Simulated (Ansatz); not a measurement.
SiS2: levels along high-symmetry lines

```
Si S
1.0
    -2.82500    4.78500    2.77000
     2.82500   -4.78500    2.77000
     2.82500    4.78500   -2.77000
Si S
2 4
Direct
  0.75000 0.75000 0.00000
  0.25000 0.25000 0.00000
  0.88300 0.78300 0.66600
  0.11700 0.21700 0.33400
  0.38300 0.71700 0.10000
  0.61700 0.28300 0.90000
```

Atom numbers follow the list: Si1, Si2, S3, S4, S5, S6.

The cell is COD entry 1010409, as deposited and not checked against the literature; nothing was relaxed. It is an old determination, and later ones may differ.

Level of theory: DFT, PBE, all-electron LAPW, scalar-relativistic (Ansatz 0.2.0).

Settings: a Γ-centred 5×6×5 k mesh, Fermi–Dirac smearing of 0.03 eV, basis error target 1 meV/atom, no spin polarisation; this mesh doesn't keep the crystal's whole symmetry, which leaves small spurious terms.

Points in fractions of the reciprocal vectors of this cell: Γ (0, 0, 0), X (0.5, -0.5, 0.5), F0 (0.337, -0.337, 0.663), Σ0 (-0.337, 0.337, 0.337), Λ0 (0.334, 0.334, -0.334), G0 (0.666, -0.334, 0.334). The path joins them by straight lines in the order Γ–X–F0–Σ0–Γ–Λ0–G0–X–Γ; legs that retrace an earlier one aren't tabulated. Energies are in eV from the top of the valence band.

Metal or insulator at this level of theory?

An insulator or semiconductor: gap 2.61 eV, indirect from the line Σ0 (-0.337, 0.337, 0.337)–Γ to the line G0 (0.666, -0.334, 0.334)–X (0.5, -0.5, 0.5).

Tabulate bands 37 to 43, counted from the lowest band of the run, along the path.


| k (1/Å) | point | band 37 | band 38 | band 39 | band 40 | band 41 | band 42 | band 43 |
| --- | --- | --- | --- | --- | --- | --- | --- | --- |
| 0.00 | Γ | -1.52 | -0.81 | -0.73 | -0.61 | 3.45 | 3.57 | 3.83 |
| 0.16 |  | -1.57 | -0.89 | -0.89 | -0.55 | 3.46 | 3.58 | 4.09 |
| 0.33 |  | -1.69 | -1.29 | -1.08 | -0.44 | 3.14 | 4.00 | 4.53 |
| 0.49 |  | -1.81 | -1.71 | -1.26 | -0.32 | 2.78 | 4.02 | 4.27 |
| 0.66 | X | -1.96 | -1.87 | -1.33 | -0.27 | 2.63 | 3.82 | 4.05 |
| 0.75 |  | -2.02 | -1.87 | -1.26 | -0.25 | 2.67 | 3.82 | 4.10 |
| 0.84 |  | -2.12 | -1.87 | -1.12 | -0.19 | 2.80 | 3.81 | 4.24 |
| 0.93 |  | -1.99 | -1.87 | -0.99 | -0.12 | 2.99 | 3.84 | 4.44 |
| 1.02 | F0 | -1.85 | -1.80 | -0.91 | -0.05 | 3.24 | 3.91 | 4.63 |
| 1.21 |  | -1.83 | -1.55 | -0.93 | -0.02 | 3.58 | 4.17 | 4.71 |
| 1.40 |  | -1.82 | -1.26 | -1.10 | -0.03 | 3.79 | 4.55 | 4.70 |
| 1.59 |  | -1.83 | -1.55 | -0.93 | -0.02 | 3.58 | 4.17 | 4.71 |
| 1.78 | Σ0 | -1.85 | -1.80 | -0.91 | -0.05 | 3.24 | 3.91 | 4.63 |
| 1.97 |  | -1.78 | -1.40 | -1.00 | 0.00 | 3.75 | 4.21 | 4.61 |
| 2.16 |  | -1.63 | -1.37 | -1.07 | -0.16 | 3.96 | 4.08 | 4.45 |
| 2.34 |  | -1.56 | -1.07 | -0.85 | -0.43 | 3.61 | 3.73 | 4.09 |
| 2.53 | Γ | -1.52 | -0.81 | -0.73 | -0.61 | 3.45 | 3.57 | 3.83 |
| 2.72 |  | -1.88 | -0.80 | -0.76 | -0.73 | 3.58 | 3.60 | 4.24 |
| 2.91 |  | -1.64 | -1.09 | -0.76 | -0.68 | 3.46 | 4.11 | 4.28 |
| 3.10 |  | -1.36 | -1.26 | -0.78 | -0.57 | 3.34 | 3.36 | 4.61 |
| 3.29 | Λ0 | -1.49 | -0.97 | -0.89 | -0.82 | 2.79 | 3.60 | 4.43 |
| 3.48 |  | -1.37 | -1.06 | -0.76 | -0.72 | 3.05 | 3.48 | 4.68 |
| 3.67 |  | -1.23 | -1.23 | -0.68 | -0.68 | 3.35 | 3.35 | 4.94 |
| 3.86 |  | -1.37 | -1.06 | -0.76 | -0.72 | 3.05 | 3.48 | 4.68 |
| 4.05 | G0 | -1.49 | -0.97 | -0.89 | -0.82 | 2.79 | 3.60 | 4.43 |
| 4.14 |  | -1.54 | -1.33 | -1.01 | -0.61 | 2.66 | 3.94 | 4.12 |
| 4.24 |  | -1.71 | -1.63 | -1.16 | -0.43 | 2.61 | 3.94 | 4.40 |
| 4.33 |  | -2.03 | -1.75 | -1.28 | -0.31 | 2.62 | 3.85 | 4.14 |
| 4.42 | X | -1.96 | -1.87 | -1.33 | -0.27 | 2.63 | 3.82 | 4.05 |
